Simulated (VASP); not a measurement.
## VASP 6.6.1 run: MgS

INCAR

```
ISMEAR = -1
SIGMA = 0.02
EDIFF = 1E-7
NSW = 0
NBANDS = 11
LREAL = .FALSE.
AMIX = 0.8
LWAVE = .FALSE.
PREC = Accurate
GGA = PE
IBRION = -1
ENCUT = 520
ISIF = 2
LCHARG = .FALSE.
NELM = 120
LASPH = .TRUE.
```

KPOINTS

```
KPOINTS created by Atomic Simulation Environment
0
Gamma
8 8 8
0 0 0
```

POSCAR

```
Mg S
 1.0000000000000000
     0.0000000000000000    2.8308768389000001    2.6850866817000001
     2.8308768389000001    0.0000000000000000    2.6850866817000001
     2.8308768389000001    2.8308768389000001    0.0000000000000000
 Mg  S
   1   1
Cartesian
  0.0000000000000000  0.0000000000000000  0.0000000000000000
  1.4154384194500000  1.4154384194500000  1.3425433408499998
```

The recommended PBE PAW datasets give the neutral cell 8 valence electrons.

Command

```
mpirun -np 1 vasp_std
```

OSZICAR

```
N       E                     dE             d eps       ncg     rms          rms(c)
DAV:   1     0.251746863377E+02    0.25175E+02   -0.35193E+03  1330   0.582E+02
DAV:   2    -0.707150239942E+01   -0.32246E+02   -0.30580E+02  1630   0.102E+02
DAV:   3    -0.892523758778E+01   -0.18537E+01   -0.18510E+01  1610   0.261E+01
DAV:   4    -0.893974598043E+01   -0.14508E-01   -0.14507E-01  1562   0.280E+00
DAV:   5    -0.893991285066E+01   -0.16687E-03   -0.16687E-03  1710   0.297E-01    0.418E+00
DAV:   6    -0.848137551958E+01    0.45854E+00   -0.44093E+00  1397   0.793E+00    0.436E+00
DAV:   7    -0.842499080920E+01    0.56385E-01   -0.37716E-01  1409   0.255E+00    0.252E+00
DAV:   8    -0.842905568906E+01   -0.40649E-02   -0.16976E-02  1448   0.902E-01    0.712E-01
DAV:   9    -0.842871989561E+01    0.33579E-03   -0.19303E-03  1493   0.247E-01    0.173E-01
DAV:  10    -0.842873137853E+01   -0.11483E-04   -0.69761E-05  1599   0.476E-02    0.449E-02
DAV:  11    -0.842872949744E+01    0.18811E-05   -0.64755E-06  1622   0.112E-02    0.609E-03
DAV:  12    -0.842872951056E+01   -0.13122E-07   -0.17698E-07  1544   0.232E-03
   1 F= -.84287295E+01 E0= -.84287295E+01  d E =-.210811E-11
```

Standard output (part)

```
POSCAR found type information on POSCAR MgS
 POSCAR found :  2 types and       2 ions
 LDA part: xc-table for (Slater+PW92), standard interpolation
 POSCAR, INCAR and KPOINTS ok, starting setup
 WAVECAR not read
 entering main loop
```

From OUTCAR

```
k-points           NKPTS =     59   k-points in BZ     NKDIM =     59   number of bands    NBANDS=     11

   NELECT =       8.0000    total number of electrons

   dimension x,y,z NGX =    30 NGY =   30 NGZ =   30
   dimension x,y,z NGXF=    60 NGYF=   60 NGZF=   60

  energy-cutoff  :      520.00
  volume of cell :       43.04
      direct lattice vectors                 reciprocal lattice vectors
     0.000000000  2.830876839  2.685086682    -0.176623721  0.176623721  0.186213728
     2.830876839  0.000000000  2.685086682     0.176623721 -0.176623721  0.186213728
     2.830876839  2.830876839  0.000000000     0.176623721  0.176623721 -0.186213728

 k-points in reciprocal lattice and weights: KPOINTS created by Atomic Simulation Env
   0.00000000  0.00000000  0.00000000       0.002
   0.12500000 -0.00000000  0.00000000       0.016
   0.25000000 -0.00000000  0.00000000       0.016
   0.37500000 -0.00000000  0.00000000       0.016
   0.50000000 -0.00000000  0.00000000       0.008
   0.12500000  0.12500000  0.00000000       0.004
   0.25000000  0.12500000  0.00000000       0.016
   0.37500000  0.12500000  0.00000000       0.016
   ...

 E-fermi :   1.9071

 k-point     1 :       0.0000    0.0000    0.0000
  band No.  band energies     occupation
      1     -10.0415      2.00000
      2       1.3674      2.00000
      3       1.3674      2.00000
      4       1.4928      2.00000
      5       5.1238      0.00000
      6       9.4835      0.00000
      7       9.4835      0.00000
      8       9.5433      0.00000
      9      11.8994      0.00000
     10      12.7384      0.00000
     11      15.2035      0.00000

 k-point     2 :       0.1250   -0.0000    0.0000
  band No.  band energies     occupation
      1      -9.9446      2.00000
      2       0.6982      2.00000
      3       1.2960      2.00000
      4       1.4109      2.00000
      5       5.7957      0.00000
      6       9.3135      0.00000
      7       9.6397      0.00000
      8       9.7347      0.00000
      9      11.5373      0.00000
     10      12.1749      0.00000
     11      14.8459      0.00000

 k-point     3 :       0.2500   -0.0000    0.0000
  band No.  band energies     occupation
      1      -9.6924      2.00000
      2      -0.5355      2.00000
      3       1.1357      2.00000
      4       1.3142      2.00000
      5       6.6231      0.00000
      6       9.3575      0.00000
      7       9.4915      0.00000
      8       9.9522      0.00000
      9      11.9078      0.00000
     10      12.0117      0.00000
     11      14.0154      0.00000

 k-point     4 :       0.3750   -0.0000    0.0000
  band No.  band energies     occupation
      1      -9.4073      2.00000
      2      -1.5235      2.00000
      3       0.9899      2.00000
      4       1.2277      2.00000
      5       6.7271      0.00000
      6       9.0449      0.00000
      7       9.5536      0.00000
      8      10.0910      0.00000
      9      13.1370      0.00000
     10      13.4540      0.00000
     11      14.0882      0.00000

 k-point     5 :       0.5000   -0.0000    0.0000
  band No.  band energies     occupation
      1      -9.2767      2.00000
      2      -1.9016      2.00000
      3       0.9331      2.00000
      4       1.1941      2.00000
      5       6.6704      0.00000
      6       8.8601      0.00000
      7       9.4390      0.00000
      8      10.2816      0.00000
      9      14.4959      0.00000
     10      14.6397      0.00000
     11      15.0496      0.00000

 ...

  Total        1.1038582      1.1038582      1.2855513      0.0000000      0.0000000      0.0000000
  in kB       41.0954363     41.0954363     47.8596731      0.0000000      0.0000000      0.0000000
  external PRESSURE =      43.3501819 kB  Pullay stress =       0.0000000 kB

 POSITION                                       TOTAL-FORCE (eV/Angst)
 -----------------------------------------------------------------------------------
      0.00000      0.00000      0.00000        -0.000000     -0.000000     -0.000000
      1.41544      1.41544      1.34254         0.000000      0.000000      0.000000
 -----------------------------------------------------------------------------------
    total drift:                               -0.000000     -0.000000     -0.000000

  FREE ENERGIE OF THE ION-ELECTRON SYSTEM (eV)
  ---------------------------------------------------
  free  energy   TOTEN  =        -8.4287295106 eV

  energy  without entropy=       -8.4287295106  energy(sigma->0) =       -8.42872951
```

It converged. Results: gap between bands v and c on the k mesh 3.63 eV; least direct gap on the k mesh 3.63 eV; pressure 4.3 GPa. Band v is the last that the valence electrons fill when counted band by band, and c is the next.

For comparison, a separate PBE run of the intended cell, on usual settings and not on those above, gives a gap of 3.63 eV on its mesh and a pressure of 4.3 GPa.

The run above took about 11 s on one core of a shared host (Intel Xeon 6975P-C) and held 0.18 GiB at most.
